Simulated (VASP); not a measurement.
# NiO (Fm-3m) in VASP: settings compared, part 2 of 2

VASP 6.6.1. The steps go on from the part before.

### Step 4. Relaxation of cell and atoms, r2SCAN, collinear spin, ferromagnetic start

INCAR

```
  PREC = Accurate
  ENCUT = 600
  EDIFF = 1E-6
  ISMEAR = 0
  SIGMA = 0.03
  LREAL = F
  LASPH = T
  NELM = 150
  ALGO = Normal
  ISIF = 3
  LWAVE = F
  LCHARG = F
  ISPIN = 2
  MAGMOM = 2 0
  LORBIT = 11
  LMAXMIX = 4
  METAGGA = R2SCAN
  LMIXTAU = T
  IBRION = 2
  NSW = 90
  EDIFFG = -0.01
  AMIX = 0.2
  BMIX = 1E-4
  AMIX_MAG = 0.8
  BMIX_MAG = 1E-4
```

KPOINTS

```
Automatic mesh
0
Gamma
  12 12 12
```

POSCAR

```
NiO
1.0
    0.0000000000      2.0859016400      2.0859016400
    2.0859016400      0.0000000000      2.0859016400
    2.0859016400      2.0859016400      0.0000000000
Ni O
1 1
Direct
    0.0000000000      0.0000000000      0.0000000000
    0.5000000000      0.5000000000      0.5000000000
```

Potentials or basis: VASP PAW PBE potentials, release 64 (Ni, O).

Run with:

```
> cat potpaw_PBE.64/Ni/POTCAR potpaw_PBE.64/O/POTCAR > POTCAR
> mpirun -np 1 vasp_std > vasp.out
```

OUTCAR:

```text
PREC = Accurate
   ENCUT = 600
   EDIFF = 1E-6
   ISMEAR = 0
   LREAL = F
   LASPH = T
   NELM = 150
   ISIF = 3
   ISPIN = 2
   LORBIT = 11
   METAGGA = R2SCAN
   IBRION = 2
   NSW = 90
   EDIFFG = -0.01
   AMIX = 0.2
   AMIX_MAG = 0.8

 ion  position               nearest neighbor table
   1  0.000  0.000  0.000-   2 2.09   2 2.09   2 2.09   2 2.09   2 2.09   2 2.09
   2  0.500  0.500  0.500-   1 2.09   1 2.09   1 2.09   1 2.09   1 2.09   1 2.09

  LATTYP: Found a face centered cubic cell.
 ALAT       =     4.1718032800

  Lattice vectors:

 A1 = (   0.0000000000,   2.0859016400,   2.0859016400)
 A2 = (   2.0859016400,   0.0000000000,   2.0859016400)
 A3 = (   2.0859016400,   2.0859016400,   0.0000000000)

Analysis of symmetry for initial positions (statically):
=====================================================================
 Subroutine PRICEL returns:
 Original cell was already a primitive cell.

 Routine SETGRP: Setting up the symmetry group for a
 face centered cubic supercell.

 Subroutine GETGRP returns: Found 48 space group operations
 (whereof 48 operations were pure point group operations)
 out of a pool of 48 trial point group operations.

The static configuration has the point symmetry O_h .

Analysis of symmetry for dynamics (positions and initial velocities):
=====================================================================
 Subroutine PRICEL returns:
 Original cell was already a primitive cell.

 Routine SETGRP: Setting up the symmetry group for a
 face centered cubic supercell.

 Subroutine GETGRP returns: Found 48 space group operations
 (whereof 48 operations were pure point group operations)
 out of a pool of 48 trial point group operations.

[... 253 lines left out ...]

 spin component 1

 k-point     1 :       0.0000    0.0000    0.0000
  band No.  band energies     occupation
      1     -13.6123      1.00000
      2       3.4326      1.00000
      3       3.4327      1.00000
      4       4.3242      1.00000
      5       4.3243      1.00000
      6       4.3243      1.00000
      7       4.6434      1.00000
      8       4.6434      1.00000
      9       4.6434      1.00000
     10       9.5635      0.00000
     11      26.2073      0.00000
     12      27.0340      0.00000
     13      27.0340      0.00000
[... 356 lines left out ...]
      2      -0.2392      1.00000
      3       1.2674      1.00000
      4       1.2689      1.00000
      5       4.6963      1.00000
      6       4.9397      1.00000
      7       5.4951      1.00000
      8       6.3571      1.00000
      9       7.0960      1.00000
     10      15.2084      0.00000
     11      17.8511      0.00000
     12      20.4520      0.00000
     13      22.9332      0.00000

 [... further k-points ...]

 spin component 2

 k-point     1 :       0.0000    0.0000    0.0000
  band No.  band energies     occupation
      1     -13.0809      1.00000
      2       5.2092      1.00000
      3       5.2095      1.00000
      4       5.2096      1.00000
      5       5.3277      1.00000
      6       5.3277      1.00000
      7       5.3278      1.00000
      8       8.1405      0.00000
      9       8.1415      0.00000
     10      10.1205      0.00000
     11      26.2991      0.00000
     12      27.3687      0.00000
     13      27.3688      0.00000
[... 397 lines left out ...]
  FREE ENERGIE OF THE ION-ELECTRON SYSTEM (eV)
  ---------------------------------------------------
  free  energy   TOTEN  =       -20.1143422449 eV

  energy  without entropy=      -20.1143422449  energy(sigma->0) =      -20.11434224

 reached required accuracy - stopping structural energy minimisation

 total charge

# of ion       s       p       d       tot
------------------------------------------
    1        0.334   0.413   8.167   8.915
    2        1.551   3.493   0.000   5.045
--------------------------------------------------
tot          1.886   3.907   8.167  13.960

 magnetization (x)

# of ion       s       p       d       tot
------------------------------------------
    1        0.011   0.012   1.671   1.693
    2        0.028   0.247   0.000   0.276
--------------------------------------------------
tot          0.039   0.259   1.671   1.969
```

CONTCAR:

```text
NiO
   1.00000000000000
    -0.0000000000000000    2.0933969133004577    2.0933969133004577
     2.0933969133004577   -0.0000000000000000    2.0933969133004577
     2.0933969133004577    2.0933969133004577    0.0000000000000000
  Ni              O
     1     1
Direct
     0.0000000000000000    0.0000000000000000    0.0000000000000000
     0.5000000000000000    0.5000000000000000    0.5000000000000000

  0.00000000E+00  0.00000000E+00  0.00000000E+00
  0.00000000E+00  0.00000000E+00  0.00000000E+00
```

It took 1.7 min on 1 thread of Intel Xeon 6975P-C (Granite Rapids), shared host; peak memory 0.19 GiB.

Results:

```yaml
Free_energy: -20.1143 eV
Relaxed_volume: 9.17 Å³/atom
Relaxed_cell: a = 2.961 Å, b = 2.961 Å, c = 2.961 Å, α = 60.00°, β = 60.00°, γ = 60.00°
Space_group_after_relaxing_to_0.05_Å: Fm-3m (No. 225)
Energy_gained_by_relaxing: 0.7 meV/atom
Ionic_steps: 3
Pressure_after_relaxing: 0.1 GPa
Band_gap_on_the_k_mesh: 0.74 eV, indirect (least direct gap 1.75 eV)
Net_moment: 2.00 μB per cell
Site_moments: Ni +1.69; O +0.28 μB
Valence_electrons_inside_the_program's_atomic_spheres: Ni 8.91; O 5.04
```

Step by step:
```tsv
step	energy change (eV)	largest force (eV/Å)	pressure (GPa)	volume (Å³)
1	0.0000	0.0000	2.42	18.15
2	-0.0005	0.0000	-1.90	18.51
3	-0.0015	0.0000	0.06	18.35
```

Final structure:
```
CELL_PARAMETERS angstrom
0.00000 2.09340 2.09340
2.09340 0.00000 2.09340
2.09340 2.09340 0.00000
ATOMIC_POSITIONS crystal
Ni 0.00000 0.00000 0.00000
O 0.50000 0.50000 0.50000
```

Caveat: the PAW data sets were made with another functional, which shifts forces and pressure a little; a cell with one magnetic atom can't hold antiferromagnetic order, which such compounds often take. r2SCAN opens gaps a little over a GGA but as a rule still falls short of measured ones.

### Step 5. Relaxation of cell and atoms, r2SCAN, collinear spin, ferromagnetic start

This run uses another cell than the first one, of 9.17 Å³/atom, 1.011 times its volume.

INCAR: that of step 4 with these lines changed.

```diff
@@ -2,3 +2,3 @@
   ENCUT = 600
-  EDIFF = 1E-6
+  EDIFF = 1E-7
   ISMEAR = 0
@@ -20,3 +20,3 @@
   NSW = 90
-  EDIFFG = -0.01
+  EDIFFG = -0.005
   AMIX = 0.2
```

KPOINTS is that of step 4.

POSCAR

```
NiO                                     
1.0
   -0.0000000000      2.0933969133      2.0933969133
    2.0933969133     -0.0000000000      2.0933969133
    2.0933969133      2.0933969133      0.0000000000
  Ni              O             
     1     1
Direct
     0.0000000000000000    0.0000000000000000    0.0000000000000000
     0.5000000000000000    0.5000000000000000    0.5000000000000000
```

Run with:

```
> cat potpaw_PBE.64/Ni/POTCAR potpaw_PBE.64/O/POTCAR > POTCAR
> mpirun -np 1 vasp_std > vasp.out
```

It took 52 s on 1 thread of Intel Xeon 6975P-C (Granite Rapids), shared host; peak memory 0.18 GiB.

Results (log left out):

```
Free energy                                           : -20.1150 eV
Pressure after relaxing                               : 0.0 GPa
Band gap on the k mesh                                : 0.74 eV, indirect (least direct gap 1.75 eV)
Net moment                                            : 2.00 μB per cell
Site moments                                          : Ni +1.69; O +0.28 μB
Valence electrons inside the program's atomic spheres : Ni 8.91; O 5.04
```

Final structure:
```
Ni O
1.0
     0.00000    2.09340    2.09340
     2.09340    0.00000    2.09340
     2.09340    2.09340    0.00000
Ni O
1 1
Direct
  0.00000 0.00000 0.00000
  0.50000 0.50000 0.50000
```

Levels at points of the mesh, in eV from the valence-band top:
Spin up:
```
           k point  band 7  band 8  band 9  band 10  band 11  band 12
(0.00, 0.00, 0.00)   -2.76   -2.76   -2.76     2.16    18.80    19.63
(0.50, 0.00, 0.00)   -1.82    0.00    0.00     6.35    10.88    14.86
(0.50, 0.50, 0.00)   -3.12   -2.17   -2.17     6.78    11.61    12.75
```
Spin down:
| k point | band 3 | band 4 | band 5 | band 6 | band 7 | band 8 | band 9 | band 10 | band 11 | band 12 |
| --- | --- | --- | --- | --- | --- | --- | --- | --- | --- | --- |
| (0.00, 0.00, 0.00) | -2.19 | -2.19 | -2.07 | -2.07 | -2.07 | 0.74 | 0.74 | 2.72 | 18.90 | 19.97 |
| (0.50, 0.00, 0.00) | -4.36 | -4.36 | -1.25 | -1.25 | -0.88 | 3.49 | 3.49 | 6.65 | 11.70 | 15.27 |
| (0.50, 0.50, 0.00) | -3.50 | -3.50 | -3.05 | -1.20 | -1.20 | 1.20 | 1.74 | 7.42 | 12.22 | 13.11 |

Caveat: the relaxation stopped at its first step, so nothing moved; the PAW data sets were made with another functional, which shifts forces and pressure a little; a cell with one magnetic atom can't hold antiferromagnetic order, which such compounds often take.
